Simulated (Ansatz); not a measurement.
**SiO2: short molecular dynamics of a 24-atom cell, part 1 of 2**

How do the atoms of SiO2 (P4_2/mnm) move when started on their sites? Runs: PBE, 30 steps of 1.5 fs under a Nosé-Hoover thermostat at 1300 K; r2SCAN, 20 steps of 2 fs at constant energy, with velocities drawn for 1300 K. The cell is a 1×2×2 supercell of the structure relaxed with r2SCAN.

Method: DFT, plane waves, PAW, no spin polarisation, in Ansatz 0.2.0.

### Step 1. The structure to begin with

The cell holds 24 atoms (O16Si8): a = 4.185 Å, b = 8.370 Å, c = 5.338 Å, α = 90.00°, β = 90.00°, γ = 90.00°.

The coordinates stand in the first input below.

### Step 2. Run 1: PBE

input.yaml reads:

```yaml
crystal:
  lattice:
    - [4.1851894793, 0.0, 0.0]
    - [0.0, 8.3703789585, 0.0]
    - [0.0, 0.0, 5.3376791313]
  atoms:
    - { symbol: Si, position: [0.0, 0.0, 0.0] }
    - { symbol: Si, position: [0.5, 0.25, 0.25] }
    - { symbol: O, position: [0.3061010396, 0.1530505198, 0.0] }
    - { symbol: O, position: [0.1938989604, 0.4030505198, 0.25] }
    - { symbol: O, position: [0.6938989604, 0.3469494802, 0.0] }
    - { symbol: O, position: [0.8061010396, 0.0969494802, 0.25] }
    - { symbol: Si, position: [0.0, 0.0, 0.5] }
    - { symbol: Si, position: [0.5, 0.25, 0.75] }
    - { symbol: O, position: [0.3061010396, 0.1530505198, 0.5] }
    - { symbol: O, position: [0.1938989604, 0.4030505198, 0.75] }
    - { symbol: O, position: [0.6938989604, 0.3469494802, 0.5] }
    - { symbol: O, position: [0.8061010396, 0.0969494802, 0.75] }
    - { symbol: Si, position: [0.0, 0.5, 0.0] }
    - { symbol: Si, position: [0.5, 0.75, 0.25] }
    - { symbol: O, position: [0.3061010396, 0.6530505198, 0.0] }
    - { symbol: O, position: [0.1938989604, 0.9030505198, 0.25] }
    - { symbol: O, position: [0.6938989604, 0.8469494802, 0.0] }
    - { symbol: O, position: [0.8061010396, 0.5969494802, 0.25] }
    - { symbol: Si, position: [0.0, 0.5, 0.5] }
    - { symbol: Si, position: [0.5, 0.75, 0.75] }
    - { symbol: O, position: [0.3061010396, 0.6530505198, 0.5] }
    - { symbol: O, position: [0.1938989604, 0.9030505198, 0.75] }
    - { symbol: O, position: [0.6938989604, 0.8469494802, 0.5] }
    - { symbol: O, position: [0.8061010396, 0.5969494802, 0.75] }
kpoints:
  mp_grid: { grid: [4, 2, 2] }
hamiltonian:
  xc: pbe
scf:
  occupations: { method: fermi_dirac, width: 0.112 }
md:
  ensemble: nvt_nose_hoover
  temperature: 1300
  timestep: 1.5
  n_steps: 30
  initial_velocities: maxwell_boltzmann
  seed: 321
```

The run is started by

```console
$ ansatz run input.yaml --threads 4 --pin off --max-ram 5529MiB --backend cpu --events-out ev --progress --plain --runs-dir out
```

Standard output, cut to the lines that bear on the results:

```text
Warning: md: disabling space-group detection — thermal motion breaks the input geometry's symmetry, so no spatial operation reduces the k-mesh or symmetrises the density; time reversal is kept, so that k and −k are solved as one point where they differ and the mesh holds both, and exact [...]
Warning: RAYON_NUM_THREADS=4 ignored (pool sized by the plan → 4); use --threads N
[...]
Pseudopotentials: kind: paw
Pseudopotential: Si, paw, valence charge 4, recommended cutoff 420 eV (normal), Si.paw.azcp
Pseudopotential: O, paw, valence charge 6, recommended cutoff 420 eV (normal), O.paw.azcp
Functional definition: PBE
[...]
Crystal: 24 atoms, lattice volume = 186.988 Å³
Basis set: ecut = 420 eV, 3639 PW (Γ), exchange–correlation on 60×120×72 points (8 copies of the dense FFT grid, shifted against one another)
Bands: 88, of which v1, the nominal top of the filled ones, is band 64 counted from 1 (63 counted from 0)
Symmetry: 1 space group operations
k-points: 12 of 16 (time reversal used)
[...]
SCF iter   1: F=—  HF=-14187.847761 eV  |F-HF|=—  |Δ(HF+E_count)|=         —  Δρ=3.18e-3  dr2=7.02e-3  ethr=1.77e-3  ⟨swp⟩=9.0  Hψ=5789  notcnv=0  defer=26
[...]
md step     0: t =     0.00 fs  T =  1300.0 K  F+E_penalty+E_count = -14187.84565368 eV  E_kin = 3.864874 eV  conserved = -14183.98077971 eV  (7 SCF iters)
[...]
md step     7: t =    10.50 fs  T =   379.6 K  F+E_penalty+E_count = -14185.08356193 eV  E_kin = 1.128431 eV  conserved = -14183.95850438 eV  (4 SCF iters)
[...]
md step    14: t =    21.00 fs  T =   539.0 K  F+E_penalty+E_count = -14185.55235555 eV  E_kin = 1.602558 eV  conserved = -14183.97070351 eV  (4 SCF iters)
[...]
md step    21: t =    31.50 fs  T =   624.7 K  F+E_penalty+E_count = -14185.75016329 eV  E_kin = 1.857231 eV  conserved = -14183.96628051 eV  (4 SCF iters)
[...]
md step    28: t =    42.00 fs  T =   727.0 K  F+E_penalty+E_count = -14185.97306826 eV  E_kin = 2.161448 eV  conserved = -14183.96821941 eV  (3 SCF iters)
md step    29: t =    43.50 fs  T =   721.6 K  F+E_penalty+E_count = -14185.94149304 eV  E_kin = 2.145164 eV  conserved = -14183.96719202 eV  (3 SCF iters)
[...]
md step    30: t =    45.00 fs  T =   716.4 K  F+E_penalty+E_count = -14185.91083609 eV  E_kin = 2.129972 eV  conserved = -14183.96630148 eV  (7 SCF iters)
SCF converged after 7 iterations
Free energy (F): -14185.910836 eV
[...]
E sigma→0 (E₀):  -14185.910836 eV
Fermi energy:    13.217460 eV
[...]
--- Forces (eV/Å), atoms counted from 1 ---
  atom   1  Si     2.26828931     1.12022884    -0.59561936
  atom   2  Si    -2.53603907    -0.05830373    -0.18053250
  atom   3  O     -1.29367304    -1.24631754     0.28042046
  atom   4  O      0.26214503     0.92686941    -0.98077101
  atom   5  O      0.58298703     1.72863932    -0.84281435
  atom   6  O     -1.63373296    -1.35625845    -1.21672226
  atom   7  Si     1.22752296    -1.13961766    -0.16228219
  atom   8  Si    -1.85777295     0.45580356    -1.62700835
[...]
--- MD trajectory: 30 steps, t = 0.0 → 45.0 fs ---
  final state: T = 716.4 K   F+E_penalty+E_count = -14185.91083609 eV   E_kin = 2.129972 eV
  conserved energy: peak-to-peak 2.242e-2 eV (9.341e-4 eV/atom) over 45.0 fs
```

Run time: 63 s. Hardware: 4 threads of Intel Xeon 6975P-C (Granite Rapids), shared host; peak memory 0.78 GiB.

### Step 3. What the atoms did

The trajectory, every 2 steps (energies from step 0); msd is the mean square displacement from the start, the centre of mass held:

```csv
time (fs),T (K),potential energy change (meV/atom),conserved energy change (meV/atom),msd Si (Å²),msd O (Å²)
0.0,1300,0.0,0.00,0.000,0.000
3.0,1169,16.3,0.14,0.001,0.002
6.0,846,56.8,0.50,0.003,0.006
9.0,503,99.7,0.84,0.006,0.012
12.0,306,124.3,0.93,0.009,0.016
15.0,303,124.6,0.77,0.012,0.019
18.0,416,110.5,0.54,0.014,0.019
21.0,539,95.6,0.42,0.015,0.017
24.0,607,87.6,0.42,0.015,0.016
27.0,621,86.6,0.51,0.016,0.014
30.0,619,87.7,0.59,0.015,0.013
33.0,639,86.0,0.60,0.015,0.011
36.0,684,81.2,0.53,0.013,0.011
39.0,721,77.6,0.48,0.012,0.010
42.0,727,78.0,0.52,0.010,0.010
45.0,716,80.6,0.60,0.010,0.010
```

time (fs), T (K) and a bar:
```
      0.0       1300 ##############################
      1.5       1267 #############################
      4.5       1022 ######################
      6.0        846 #################
      7.5        664 ###########
     10.5        380 ###
     12.0        306 #
     13.5        283 
     15.0        303 #
     18.0        416 ####
     19.5        482 ######
     21.0        539 ########
     24.0        607 ##########
     25.5        619 ##########
     27.0        621 ##########
     30.0        619 ##########
     31.5        625 ##########
     33.0        639 ##########
     34.5        660 ###########
     37.5        706 ############
     39.0        721 #############
     40.5        728 #############
     43.5        722 #############
     45.0        716 #############
```

### Step 4. Frames from the trajectory

Positions (Å) and forces (eV/Å):

```xyz
24
Lattice="4.185 0.000 0.000 0.000 8.370 0.000 0.000 0.000 5.338" Properties=species:S:1:pos:R:3:forces:R:3 pbc="T T T" time_fs=12.0 T=306 dE=2.9822
Si    0.009   -0.006    0.014   -0.742   -0.694    2.686
Si    2.024    2.128    1.285    1.517   -0.524    2.291
O     1.224    1.303    0.048    0.932    0.244   -0.606
O     0.846    3.480    1.320    0.482   -1.875    0.202
O     2.895    2.940   -0.032    1.154    0.348    1.115
O     3.244    0.816    1.421    2.413   -0.241   -1.467
Si    0.112    0.055    2.717   -2.164   -0.366   -0.404
Si    2.156    2.147    4.061   -0.476   -2.050   -2.729
O     1.370    1.185    2.699   -0.051    2.858    0.684
O     0.890    3.315    4.056   -1.527    1.116   -1.451
O     3.011    2.952    2.561   -2.171   -1.779    2.368
O     3.452    0.802    4.121   -1.468    1.262   -2.475
Si    0.040    4.199   -0.024    0.018   -0.960    0.888
Si    2.163    6.172    1.273   -1.578    2.259    0.387
O     1.252    5.436   -0.088    0.657    0.178    1.197
O     0.711    7.571    1.368    0.463   -1.170   -0.571
O     2.848    7.071   -0.046    0.775   -0.688    0.550
O     3.337    4.946    1.343   -0.109    1.229   -0.913
Si   -0.031    4.220    2.712    1.206   -2.634   -2.296
Si    2.049    6.244    3.918    0.036    1.111    0.985
O     1.175    5.382    2.626    2.689    2.269    0.373
O     0.868    7.516    4.102   -2.304    1.031   -1.613
O     2.670    7.210    2.649    2.349   -2.539   -0.176
O     3.422    4.953    3.978   -2.100    1.615    0.976
24
Lattice="4.185 0.000 0.000 0.000 8.370 0.000 0.000 0.000 5.338" Properties=species:S:1:pos:R:3:forces:R:3 pbc="T T T" time_fs=22.5 T=581 dE=2.1726
Si   -0.015   -0.028    0.110   -1.508    0.521   -1.377
Si    2.021    2.140    1.319    2.259   -0.659    0.542
O     1.232    1.334    0.054    0.845   -0.278   -0.181
O     0.900    3.459    1.324   -0.895   -0.792    0.556
O     2.948    2.983    0.001   -0.502   -1.334    0.121
O     3.282    0.805    1.405    1.749    0.206   -0.716
Si    0.133    0.090    2.745   -1.897   -0.708   -0.357
Si    2.197    2.129    4.023   -0.132   -0.233    0.548
O     1.432    1.266    2.758   -2.445   -0.150   -1.256
O     0.868    3.330    4.013   -0.710    0.720   -0.792
O     2.975    2.892    2.613   -0.133    0.387    0.972
O     3.437    0.864    4.083   -0.135   -0.363   -0.337
Si    0.071    4.181   -0.017   -1.253    0.392   -0.548
Si    2.165    6.162    1.235   -1.880    2.090    1.260
O     1.263    5.420   -0.091   -0.170    0.265    0.876
O     0.660    7.509    1.369    1.050   -0.129    0.565
O     2.846    7.022   -0.055    0.506    1.162    0.132
O     3.310    4.968    1.301    2.071   -0.948    0.515
Si   -0.017    4.167    2.677    0.159    0.664    0.043
Si    2.015    6.252    3.881    0.598    0.631    1.748
O     1.230    5.432    2.610   -0.619   -0.765   -0.093
O     0.780    7.540    4.087   -0.824    0.489   -0.858
O     2.619    7.168    2.621    3.119   -0.444   -0.254
O     3.349    5.004    4.000    0.748   -0.723   -1.107
24
Lattice="4.185 0.000 0.000 0.000 8.370 0.000 0.000 0.000 5.338" Properties=species:S:1:pos:R:3:forces:R:3 pbc="T T T" time_fs=33.0 T=639 dE=2.0633
Si   -0.084   -0.042    0.161    1.220   -0.536   -4.053
Si    2.096    2.129    1.374    0.397   -0.134   -1.281
O     1.296    1.347    0.045    0.348   -0.923   -0.121
O     0.904    3.383    1.356   -0.934    0.147   -0.535
O     2.979    2.949    0.046   -0.738   -1.030   -0.571
O     3.420    0.816    1.355   -1.363    1.570    1.857
Si    0.082    0.100    2.755   -1.233   -0.742   -1.458
Si    2.224    2.096    4.005   -2.104    0.572    2.991
O     1.349    1.344    2.744   -1.494   -2.068   -1.379
O     0.802    3.390    3.928    1.015   -0.534    1.757
O     2.930    2.854    2.718    1.499    1.857   -2.039
O     3.406    0.905    4.015    0.335   -1.421    1.083
Si    0.061    4.173   -0.026   -1.134    0.495   -0.796
Si    2.102    6.223    1.244   -0.276   -0.160    1.700
O     1.270    5.425   -0.042   -0.070    0.608   -0.489
O     0.674    7.441    1.392    1.090    1.294   -0.502
O     2.873    7.039   -0.051   -0.730    1.262    0.163
O     3.391    4.951    1.284   -0.188    0.205    0.596
Si    0.004    4.132    2.636   -0.587    2.183    0.533
Si    2.001    6.283    3.902    0.954   -0.465    0.247
O     1.266    5.451    2.593   -0.896   -0.859    0.419
O     0.647    7.586    4.024    2.489   -1.591    1.183
O     2.761    7.093    2.586    1.115    1.244    1.019
O     3.309    5.021    3.967    1.284   -0.974   -0.326
24
Lattice="4.185 0.000 0.000 0.000 8.370 0.000 0.000 0.000 5.338" Properties=species:S:1:pos:R:3:forces:R:3 pbc="T T T" time_fs=45.0 T=716 dE=1.9348
Si   -0.113   -0.065    0.061    2.268    1.120   -0.596
Si    2.192    2.107    1.392   -2.536   -0.058   -0.181
O     1.386    1.286    0.026   -1.294   -1.246    0.280
O     0.843    3.306    1.350    0.262    0.927   -0.981
O     2.970    2.852    0.051    0.583    1.729   -0.843
O     3.492    0.915    1.394   -1.634   -1.356   -1.217
Si   -0.025    0.071    2.710    1.228   -1.140   -0.162
Si    2.167    2.084    4.087   -1.858    0.456   -1.627
O     1.176    1.304    2.642    3.475    0.403    1.554
O     0.804    3.417    3.955    1.315   -1.046    1.142
O     2.957    2.918    2.717   -1.162   -1.008   -0.146
O     3.386    0.854    4.015   -0.276   -0.457    0.637
Si    0.003    4.180   -0.066    0.406   -0.346    0.800
Si    2.019    6.294    1.324    1.301   -0.561   -0.395
O     1.276    5.473   -0.018    0.314   -0.085   -0.595
O     0.766    7.465    1.380   -0.523    1.897   -0.859
O     2.846    7.140   -0.030   -0.839   -0.801    0.578
O     3.463    4.952    1.297   -2.203    1.396   -0.739
Si    0.010    4.173    2.610    0.401   -0.538    0.367
Si    2.028    6.300    3.944    0.716   -0.593    0.292
O     1.260    5.426    2.610    1.277    1.265    0.787
O     0.675    7.533    4.022    2.057   -0.407   -0.057
O     2.991    7.080    2.615   -2.947   -0.379    0.545
O     3.348    4.981    3.915   -0.331    0.826    1.414
```

### Step 5. Run 2: r2SCAN

input.yaml, as its differences from that of step 2:

```diff
@@ -33,3 +33,3 @@
 hamiltonian:
-  xc: pbe
+  xc: r2scan
 scf:
@@ -37,7 +37,7 @@
 md:
-  ensemble: nvt_nose_hoover
+  ensemble: nve
   temperature: 1300
-  timestep: 1.5
-  n_steps: 30
+  timestep: 2.0
+  n_steps: 20
   initial_velocities: maxwell_boltzmann
-  seed: 321
+  seed: 6703
```

The run is started by

```console
$ ansatz run input.yaml --threads 4 --pin off --max-ram 5529MiB --backend cpu --events-out ev --progress --plain --runs-dir out
```

Standard output, cut to the lines that bear on the results:

```text
Warning: md: disabling space-group detection — thermal motion breaks the input geometry's symmetry, so no spatial operation reduces the k-mesh or symmetrises the density; time reversal is kept, so that k and −k are solved as one point where they differ and the mesh holds both, and exact [...]
Warning: RAYON_NUM_THREADS=4 ignored (pool sized by the plan → 4); use --threads N
[...]
[... 1 set-up line as earlier in the session ...]
Pseudopotential: Si, paw, valence charge 4, recommended cutoff 500 eV (meta_gga), Si.paw.azcp
Pseudopotential: O, paw, valence charge 6, recommended cutoff 500 eV (meta_gga), O.paw.azcp
Functional definition: r2SCAN
[...]
Crystal: 24 atoms, lattice volume = 186.988 Å³
Basis set: ecut = 500 eV, 4739 PW (Γ), exchange–correlation on 128×256×160 points (64 copies of the dense FFT grid, shifted against one another)
Bands: 88, of which v1, the nominal top of the filled ones, is band 64 counted from 1 (63 counted from 0)
[... 1 set-up line as earlier in the session ...]
k-points: 12 of 16 (time reversal used)
[...]
md step    20: t =    40.00 fs  T =   826.2 K  F+E_penalty+E_count = -14235.87143185 eV  E_kin = 2.456351 eV  conserved = -14233.41508074 eV  (8 SCF iters)
[...]
SCF iter   2: F=-14235.871432 eV  HF=-14235.871432 eV  |F-HF|=2.29e-10  |Δ(HF+E_count)|=  5.38e-10  Δρ=7.89e-7  dr2=9.07e-10  dr2_τ=6.68e-11  ethr=1.94e-12  ⟨swp⟩=3.0  Hψ=2225  notcnv=0
[...]
SCF converged after 2 iterations
Free energy (F): -14235.871432 eV
[...]
E sigma→0 (E₀):  -14235.871432 eV
Fermi energy:    13.337898 eV
[...]
--- Forces (eV/Å), atoms counted from 1 ---
  atom   1  Si    -1.17581889     0.87253443    -1.11392869
  atom   2  Si     0.79801852     0.77632360    -1.64963955
  atom   3  O     -0.07405555    -0.34510852     0.72725369
  atom   4  O      0.22125223    -0.79232899    -1.07512264
  atom   5  O      2.40431529     0.92343212    -0.67135483
  atom   6  O      0.82885255    -0.09614217     0.68964443
  atom   7  Si    -1.18708565    -0.34306127    -0.23277646
  atom   8  Si     0.38579504    -0.83096074     1.19761263
[...]
--- MD trajectory: 20 steps, t = 0.0 → 40.0 fs ---
  final state: T = 826.2 K   F+E_penalty+E_count = -14235.87143185 eV   E_kin = 2.456351 eV
  conserved energy: peak-to-peak 4.694e-2 eV (1.956e-3 eV/atom) over 40.0 fs
```

It took 94 s on 4 threads of Intel Xeon 6975P-C (Granite Rapids), shared host; peak memory 1.1 GiB.

### Step 6. What the atoms did

The trajectory, every 2 steps (energies from step 0); msd is the mean square displacement from the start, the centre of mass held:

```csv
time (fs),T (K),potential energy change (meV/atom),total energy change (meV/atom),msd O (Å²),msd Si (Å²)
0.0,1300,0.0,0.00,0.000,0.000
4.0,1043,32.5,0.63,0.003,0.001
8.0,541,95.7,1.65,0.010,0.005
12.0,261,130.6,1.96,0.015,0.009
16.0,355,118.5,1.41,0.016,0.011
20.0,581,89.8,0.81,0.015,0.012
24.0,666,79.3,0.76,0.014,0.012
28.0,598,88.2,1.26,0.014,0.010
32.0,601,88.0,1.43,0.014,0.007
36.0,748,69.2,0.91,0.013,0.005
40.0,826,59.4,0.71,0.012,0.004
```

time (fs), T (K) and a bar:
```
      0.0       1300 ##############################
      2.0       1230 ############################
      4.0       1043 #######################
      6.0        791 ###############
      8.0        541 ########
     10.0        353 ###
     12.0        261 
     14.0        271 
     16.0        355 ###
     18.0        472 ######
     20.0        581 #########
     22.0        650 ###########
     24.0        666 ############
     26.0        639 ###########
     28.0        598 ##########
     30.0        577 #########
     32.0        601 ##########
     34.0        667 ############
     36.0        748 ##############
     38.0        809 ################
     40.0        826 ################
```

(Continued in part 2 of 2.)
